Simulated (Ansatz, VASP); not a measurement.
## Te in VASP and in Ansatz

Contents of INCAR:

```
ALGO = Normal
EDIFF = 1E-7
ENCUT = 520
GGA = PS
ISIF = 2
ISMEAR = -1
LASPH = T
LCHARG = F
LREAL = F
LWAVE = F
NBANDS = 9
NELM = 60
PREC = Accurate
SIGMA = 0.05
```

The input KPOINTS:

```
k-points
0
Gamma
  7 7 7
```

Contents of POSCAR:

```
Te
1.0
    2.3125609152      1.3428440147      1.6909537039
   -2.2992477702      1.3197849713      1.6909537039
   -0.0133131449     -2.6626289860      1.6909537039
Te
1
Direct
    0.5000000000      0.5000000000      0.5000000000
```

The input input.yaml:

```yaml
crystal:
  lattice:
    - [2.3125609152, 1.3428440147, 1.6909537039]
    - [-2.2992477702, 1.3197849713, 1.6909537039]
    - [-0.0133131449, -2.662628986, 1.6909537039]
  atoms:
    - { symbol: Te, position: [0.5, 0.5, 0.5] }
hamiltonian:
  xc: pbesol
  pseudopotentials: { kind: paw }
kpoints:
  mp_grid: { grid: [7, 7, 7] }
  band_path:
    path:
      - [[0.0, 0.5, 0.0], [0.0, 0.0, 0.0], [0.0, 0.0, -0.5]]
      - [[0.0, 0.5, -0.5], [0.0, 0.0, 0.0], [-0.5, 0.0, 0.5]]
      - [[-0.5, 0.5, 0.5], [0.0, 0.0, 0.0], [-0.5, 0.0, 0.0]]
      - [[-0.5, 0.5, 0.0], [0.0, 0.0, 0.0]]
    npoints: 14
scf:
  occupations: { method: fermi_dirac, width: 0.05 }
  n_extra_bands: 6
output:
  forces: true
  stress: true
  eigenvalues: true
  fatbands: true
  write_density: true
  write_potential: true
  elf: true
  volumetric_format: npy
```

This isn't the form of Te at room conditions, which is trigonal, of chains.

Alike in both runs: functional PBEsol; k mesh 7 × 7 × 7; occupations fermi-dirac, width 0.05 eV; no spin polarisation.

```csv
,VASP,Ansatz
version,VASP 6.6.1,Ansatz 0.2.0
potentials or method,"VASP PAW PBE potentials, release 64 (Te)",Ansatz PAW
plane-wave cutoff (eV),520,420
valence electrons in the cell,6,16
task,single point,band structure
```

|  | VASP | Ansatz | Ansatz less VASP |
| --- | --- | --- | --- |
| gap on the k mesh at the Fermi level (eV) | none | none | - |
| pressure (GPa) | -0.4 | -0.5 | -0.04 |
| largest component of the traceless stress (GPa) | 0.37 | 0.39 | +0.013 |

A gap of «none» marks a metal or a gap that the smearing closes. The two sets of potentials don't hold the same shells in valence.

Caveats: the PAW data sets were made with another functional, which shifts forces and pressure a little (VASP); spin-orbit coupling is left out, which moves the levels of the heavy elements (Ansatz); the PAW data sets come from PBE, with cores solved anew for the run's functional, which leaves a small shift of forces and pressure (Ansatz). The runs have no spin-orbit coupling, so splittings on Te are missing.
